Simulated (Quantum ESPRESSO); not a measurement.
Crystal: Ga.

```
Ga
1.0
    -1.38440    1.38440    2.31122
     1.38440   -1.38440    2.31122
     1.38440    1.38440   -2.31122
Ga
1
Direct
  0.00000 0.00000 0.00000
```

This isn't the form of Ga at room conditions, which is orthorhombic.

```yaml
Program: Quantum ESPRESSO 7.5
Task: relaxation of cell and atoms
Functional: PBEsol
Dispersion: rVV10
Potentials_or_basis: GBRV 1.5 PBEsol
Cutoff: 762 eV
Density_cutoff: 6095 eV
k_mesh: 13 × 13 × 13
Occupations: fermi-dirac, width 0.05 eV
Spin: no spin polarisation
```

At the start: pressure -2.5 GPa; volume 17.72 Å³/atom.

**Question.** Where does the relaxation end?

**Answer.** Over 9 steps the energy falls by 5.7 meV/atom and the volume is 16.99 Å³/atom (-4.1 %); space group I4/mmm (No. 139, to 0.05 Å).

The path:
```
step  energy change (eV)  largest force (eV/Å)  pressure (GPa)  volume (Å³)
   1              0.0000                0.0000           -2.50        17.72
   2             -0.0027                0.0000           -1.87        17.51
   3             -0.0050                0.0000            0.51        16.93
   4             -0.0052                0.0000            0.02        17.04
   5             -0.0052                0.0000           -0.02        17.05
   6             -0.0055                0.0000           -0.18        17.06
   7             -0.0057                0.0000           -0.16        17.03
   8              0.1907                0.0000            4.32        18.02
   9             -0.0057                0.0000            0.01        16.99
```

Final structure:
```
Ga
1.0
     2.97025   -0.03326    0.00000
     0.45559    2.93529    0.00000
    -1.71292   -1.45101    1.94524
Ga
1
Direct
  0.00000 0.00000 0.00000
```

Caveat: rVV10's parameter b was fitted to another functional.
